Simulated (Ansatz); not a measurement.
Input for Ansatz (plane-wave DFT, PAW):

```yaml
crystal:
  lattice:
    - [0.0, 2.2376006039, 2.2376006039]
    - [2.2376006039, 0.0, 2.2376006039]
    - [2.2376006039, 2.2376006039, 0.0]
  atoms:
    - { symbol: Ta, position: [0.0, 0.0, 0.0] }
    - { symbol: C, position: [0.5, 0.5, 0.5] }
basis:
  ecutwfc: 420
kpoints:
  mp_grid: { grid: [16, 16, 16] }
  band_path:
    path:
      - [[0.0, 0.0, 0.0], [0.5, 0.0, 0.5], [0.625, 0.25, 0.625]]
      - [[0.375, 0.375, 0.75], [0.0, 0.0, 0.0], [0.5, 0.5, 0.5], [0.5, 0.25, 0.75], [0.5, 0.0, 0.5]]
    npoints: 10
hamiltonian:
  xc: pbe
scf:
  occupations: { method: gaussian, width: 0.1 }
output:
  forces: true
  stress: true
  eigenvalues: true
  populations: true
  dos: { projected: true, de: 0.02 }
  bader: false
  write_density: true
  write_potential: true
  elf: true
  volumetric_format: npy
magnetization:
  noncollinear: true
  spin_orbit: true
```

Run as
```bash
ansatz run input.yaml --threads 1 --pin off --max-ram 2560MiB --backend cpu --events-out ev --progress --plain --runs-dir out
```

Theory: DFT PBE, spin-orbit coupling, plane waves, PAW in Ansatz.

Part of what the program printed, abridged:

```
Pseudopotentials: kind: paw_fr
Pseudopotential: Ta, paw_fr, valence charge 13, recommended cutoff 420 eV (normal)#standard-fr
Pseudopotential: C, paw_fr, valence charge 4, recommended cutoff 420 eV (normal)#standard-fr
Functional definition: PBE
non-collinear run that drives no moment, with spin-orbit: no starting moment large enough to seed its density (crystal.atoms[].spin), no starting occupations that ask for one, no magnetisation constraint and no magnetic field, so the semilocal B_xc is pinned to zero
Crystal: 2 atoms, lattice volume = 22.407 Å³
Basis set: ecut = 420 eV, 411 PW (Γ), exchange–correlation on 48×48×48 points (8 copies of the dense FFT grid, shifted against one another)
Bands: 26, of which v1, the nominal top of the filled ones, is band 17 counted from 1 (16 counted from 0)
Symmetry: 48 space group operations + 48 with time reversal
Magnetic group: BNS 225.117 (UNI 1619), of the structure as read, at distance tolerance 2.8e-5 Å
k-points: 145 of 4096
Projection manifold: j_resolved (fully-relativistic pseudo-atomic orbitals)
Initial density: superposition of atomic densities (chi_scale 0.1, normalization cell, long waves kept (reshape's long-wave potential 0.00 eV rms))
Initial wavefunctions: pseudopotential atomic-orbital guess
Functional: x = pbe(κ = 0.804, μ = 0.21951497), c = pbe(β = 0.06672455)
SCF iter   1: F=—  HF=-10207.831743 eV  |F-HF|=—  |Δ(HF+E_count)|=         —  Δρ=1.10e-1  dr2=3.76e0  dr2_m=0.00e0 (ungated) ethr=3.10e-3  |M|=0.00e0 ∫|m|=0.00e0 μB  |m|>n=0.0e0 m-floor=0.0e0 τ_xc=0.0e0  β_m=0.30  ⟨swp⟩=5.6  Hψ=9153  notcnv=0
SCF iter   2: F=—  HF=-10207.181246 eV  |F-HF|=—  |Δ(HF+E_count)|=   6.50e-1  Δρ=6.13e-2  dr2=1.14e0  dr2_m=0.00e0 (ungated) ethr=3.10e-3  |M|=0.00e0 ∫|m|=0.00e0 μB  |m|>n=0.0e0 m-floor=0.0e0 τ_xc=0.0e0  β_m=0.48  ⟨swp⟩=2.6  Hψ=3464  notcnv=0  defer=396
SCF iter   3: F=—  HF=-10206.930792 eV  |F-HF|=—  |Δ(HF+E_count)|=   2.50e-1  Δρ=1.26e-2  dr2=1.45e-2  dr2_m=0.00e0 (ungated) ethr=3.10e-3  |M|=0.00e0 ∫|m|=0.00e0 μB  |m|>n=0.0e0 m-floor=0.0e0 τ_xc=0.0e0  β_m=0.67  ⟨swp⟩=2.0  Hψ=2795  notcnv=0  defer=396
SCF iter   4: F=—  HF=-10206.935987 eV  |F-HF|=—  |Δ(HF+E_count)|=   5.20e-3  Δρ=1.79e-3  dr2=6.85e-4  dr2_m=0.00e0 (ungated) ethr=8.51e-5  |M|=0.00e0 ∫|m|=0.00e0 μB  |m|>n=0.0e0 m-floor=0.0e0 τ_xc=0.0e0  β_m=0.64  ⟨swp⟩=1.3  Hψ=2593  notcnv=0  defer=390
SCF iter   5: F=—  HF=-10206.935973 eV  |F-HF|=—  |Δ(HF+E_count)|=   1.47e-5  Δρ=1.91e-4  dr2=3.64e-6  dr2_m=0.00e0 (ungated) ethr=4.03e-6  |M|=0.00e0 ∫|m|=0.00e0 μB  |m|>n=0.0e0 m-floor=0.0e0 τ_xc=0.0e0  β_m=0.82  ⟨swp⟩=2.4  Hψ=2576  notcnv=0  defer=390
SCF iter   6: F=—  HF=-10206.935976 eV  |F-HF|=—  |Δ(HF+E_count)|=   2.79e-6  Δρ=2.74e-5  dr2=9.22e-8  dr2_m=0.00e0 (ungated) ethr=5.88e-10  |M|=0.00e0 ∫|m|=0.00e0 μB  |m|>n=0.0e0 m-floor=0.0e0 τ_xc=0.0e0  β_m=0.86  ⟨swp⟩=12.9  Hψ=14137  notcnv=0
SCF iter   7: F=-10206.935976 eV  HF=-10206.935976 eV  |F-HF|=1.61e-9  |Δ(HF+E_count)|=   2.34e-8  Δρ=3.24e-6  dr2=2.15e-9  dr2_m=0.00e0 (ungated) ethr=5.42e-10  |M|=0.00e0 ∫|m|=0.00e0 μB  |m|>n=0.0e0 m-floor=0.0e0 τ_xc=0.0e0  ⟨swp⟩=6.0  Hψ=10467  notcnv=0
SCF 1 converged in 7 iterations: F = -10206.935976 eV  dr2 = 2.15e-9
SCF converged after 7 iterations
Magnetization: |M| = 0.0000 μB, M = (+0.0000, +0.0000, +0.0000) μB
Absolute magnetization: 0.0000 μB (∫|m|)
  site 0: m = (+0.0000, +0.0000, +0.0000) μB, |m| = 0.0000 μB  (R = 0.92 Å)
  site 1: m = (+0.0000, +0.0000, +0.0000) μB, |m| = 0.0000 μB  (R = 0.92 Å)
Free energy (F): -10206.935976 eV
Harris-Foulkes:  -10206.935976 eV  (|F-HF|=1.61e-9)
Internal energy: -10206.934263 eV  (E = F + TS)
E sigma→0 (E₀):  -10206.935119 eV
Entropy (-TS):   -0.001713 eV (-0.856 meV/atom)
Fermi energy:    19.715508 eV
--- Per-component energies (eV) ---
  E_band       = -71.558590
  E_kinetic    = 456.034978
  E_local      = -560.926632  (includes V_loc(G=0)·N_el)
  E_nonlocal   = 37.423132
  E_hartree    = 190.263771
  E_xc         = -267.558425
  E_vxc        = -265.235540  (∫ρ·V_xc dr)
  E_paw        = -8515.233466  (= ΣΔE_a)
  E_vpaw       = -119.382646  (= ΣTr[D̂ρ^β])
  E_aug_tail   = 0.000161  (compensation charges beyond the density's cutoff)
  E_ewald      = -1546.937781
  E_smearing   = -0.001713  (= −TS)
--- Forces (eV/Å), atoms counted from 1 ---
  atom   1  Ta     0.00000000     0.00000000     0.00000000
  atom   2  C      0.00000000     0.00000000     0.00000000
--- Stress (GPa, compression-positive) ---
       -0.337571       0.000000       0.000000
        0.000000      -0.337571       0.000000
        0.000000       0.000000      -0.337571
  P = ⅓ Tr σ = -0.3376 GPa (-3.376 kbar)
--- Band table (eV; the first three rows and the last of 145) ---
  k-point 0: bands = ["-48.9135", "-48.9135", "-21.6701", "-21.6701", "-12.8491", "-12.8491", "-12.8491", "-12.8491", "5.0321", "5.0321", "18.2894", "18.2894", "18.2894", "18.2894", "18.6643", "18.6643", "19.0883", "19.0883", "19.3168", "19.3168", "19.3168", "19.3168", "20.4472", "20.4472", "20.4472", "20.4472"]
  k-point 1: bands = ["-48.9119", "-48.9119", "-21.6762", "-21.6762", "-12.8740", "-12.8740", "-12.8524", "-12.8524", "5.1400", "5.1400", "17.7893", "17.7893", "18.0287", "18.0287", "18.2754", "18.2754", "18.8389", "18.8389", "18.9930", "18.9930", "19.6448", "19.6448", "21.2331", "21.2331", "21.2461", "21.2461"]
  k-point 2: bands = ["-48.9071", "-48.9071", "-21.6934", "-21.6934", "-12.9438", "-12.9438", "-12.8619", "-12.8619", "5.4554", "5.4554", "16.7842", "16.7842", "17.2230", "17.2230", "17.3605", "17.3605", "19.0578", "19.0578", "19.1205", "19.1205", "20.0567", "20.0567", "22.5403", "22.5403", "22.5589", "22.5589"]
  k-point 144: bands = ["-48.8550", "-48.8550", "-21.8774", "-21.8774", "-13.3813", "-13.3813", "-13.2349", "-13.2349", "7.9684", "7.9684", "14.4703", "14.4703", "14.4921", "14.4921", "15.0393", "15.0393", "21.2984", "21.2984", "21.3315", "21.3315", "23.7570", "23.7570", "24.6490", "24.6490", "26.0627", "26.0627"]
--- Löwdin populations: 2 sites ---
  site symbol q [e]
     0     Ta     12.1295
     1      C      4.8112
  spilling = 0.003488 (of n_electrons = 17.000000)
```

The calculation finished and met its thresholds.

Time: 44 s on 1 thread of Arm Neoverse N1, with other jobs on the host, peak memory 0.44 GiB.